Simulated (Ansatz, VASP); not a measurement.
# Al in VASP and in Ansatz

```xyz
1
Lattice="2.7452 0.0000 0.0000 -1.3726 2.3775 0.0000 0.0000 0.0000 2.5651" Properties=species:S:1:pos:R:3 pbc="T T T"
Al    0.0000    0.0000    0.0000
```

Alike in both runs: task single point; functional r2SCAN; k mesh 9 × 9 × 8; occupations gaussian, width 0.1 eV; no spin polarisation.

```csv
,VASP,Ansatz
version,VASP 6.6.1,Ansatz 0.2.0
potentials or method,"VASP PAW PBE potentials, release 64 (Al)","scalar-relativistic, plane waves, PAW"
plane-wave cutoff (eV),520,500
valence electrons in the cell,3,3
```

Ansatz gave:

* gap on the k mesh at the Fermi level (eV): none
* pressure (GPa): 8.2
* largest component of the traceless stress (GPa): 14.39

Problem. What did VASP give for the same quantities?

Solution. gap on the k mesh at the Fermi level (eV): none; pressure (GPa): 7.9; largest component of the traceless stress (GPa): 14.38.

A gap of «none» marks a metal or a gap that the smearing closes.

Caveats: the PAW data sets were made with another functional, which shifts forces and pressure a little (VASP).
